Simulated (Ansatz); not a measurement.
## GaP: ab initio molecular dynamics

Computed with DFT PBE, scalar-relativistic, plane waves, PAW in Ansatz 0.2.0. Cutoff 420 eV, shifted (0.5, 0.5, 0.5 steps) 2×2×2 k-points, Fermi–Dirac smearing of 0.026 eV. The mesh is coarse. No spin polarisation.

16 atoms, starting at 1.00 times the perfect crystal's volume (space group F-43m); Langevin thermostat at 300 K (friction 0.02 fs⁻¹), fixed cell; 162 steps of 3 fs. The run is short and not equilibrated.

First frame:

```
CELL_PARAMETERS angstrom
-5.50507 0.00000 5.50507
-5.50507 -5.50507 0.00000
0.00000 -5.50507 5.50507
ATOMIC_POSITIONS crystal
Ga 0.00000 0.50000 0.50000
Ga 0.00000 0.00000 0.50000
Ga 0.00000 0.50000 0.00000
Ga 0.00000 0.00000 0.00000
Ga 0.50000 0.50000 0.50000
Ga 0.50000 0.00000 0.50000
Ga 0.50000 0.50000 0.00000
Ga 0.50000 0.00000 0.00000
P 0.37500 0.37500 0.37500
P 0.37500 0.87500 0.37500
P 0.37500 0.37500 0.87500
P 0.37500 0.87500 0.87500
P 0.87500 0.37500 0.37500
P 0.87500 0.87500 0.37500
P 0.87500 0.37500 0.87500
P 0.87500 0.87500 0.87500
```

```yaml
Mean_temperature_over_the_second_half: 326 K
Mean_pressure_over_the_second_half_kinetic_part_included: 0.4 GPa
Mean_potential_energy_above_the_perfect_crystal_relaxed_at_volume_ratio_1;_its_own_run_had_another_smearing_without_effect_beside_its_gap: 38 meV/atom
Mean-square_drift_of_Ga_from_first_to_last_step_mean_shift_of_all_atoms_removed: 0.04 Å²
Mean-square_drift_of_P_from_first_to_last_step_mean_shift_of_all_atoms_removed: 0.04 Å²
```

Pair distribution functions g(r), second half of the run, up to half the cell's height:

| r (Å) | Ga-P |
| --- | --- |
| 2.15 | 0.0 |
| 2.25 | 1.6 |
| 2.35 | 12.2 |
| 2.45 | 9.0 |
| 2.55 | 0.5 |
| 2.65 | 0.0 |
| 2.75 | 0.0 |
| 2.85 | 0.0 |
| 2.95 | 0.0 |
| 3.05 | 0.0 |

Along the run (potential energy from its first value; pressure with the kinetic part):

| t (fs) | T (K) | ΔE_pot (meV/atom) | P (GPa) |
| --- | --- | --- | --- |
| 0.0 | 281 | 0.0 | 0.2 |
| 18.0 | 232 | 17.4 | 0.4 |
| 36.0 | 216 | 21.6 | 0.3 |
| 54.0 | 222 | 20.1 | 0.2 |
| 72.0 | 192 | 30.6 | 0.3 |
| 90.0 | 201 | 28.6 | 0.1 |
| 108.0 | 172 | 34.3 | 0.1 |
| 126.0 | 217 | 39.9 | 0.3 |
| 144.0 | 352 | 38.1 | 0.4 |
| 162.0 | 167 | 50.6 | 0.5 |
| 180.0 | 341 | 39.1 | 0.4 |
| 198.0 | 429 | 32.6 | 0.5 |
| 216.0 | 265 | 36.5 | 0.4 |
| 234.0 | 327 | 34.0 | 0.4 |
| 252.0 | 345 | 32.8 | 0.5 |
| 270.0 | 338 | 33.0 | 0.5 |
| 288.0 | 270 | 39.0 | 0.2 |
| 306.0 | 267 | 32.5 | 0.1 |
| 324.0 | 304 | 29.5 | 0.2 |
| 342.0 | 276 | 32.8 | 0.3 |
| 360.0 | 246 | 37.1 | 0.3 |
| 378.0 | 317 | 36.0 | 0.3 |
| 396.0 | 309 | 31.8 | 0.4 |
| 414.0 | 379 | 28.6 | 0.5 |
| 432.0 | 428 | 33.8 | 0.5 |
| 450.0 | 339 | 51.0 | 0.5 |
| 468.0 | 352 | 57.9 | 0.4 |
| 486.0 | 333 | 57.0 | 0.2 |

Cost: 1 run of about 45 core-minutes (earlier runs that led there not counted), on Intel Xeon Processor @ 2.70GHz (shared hosts).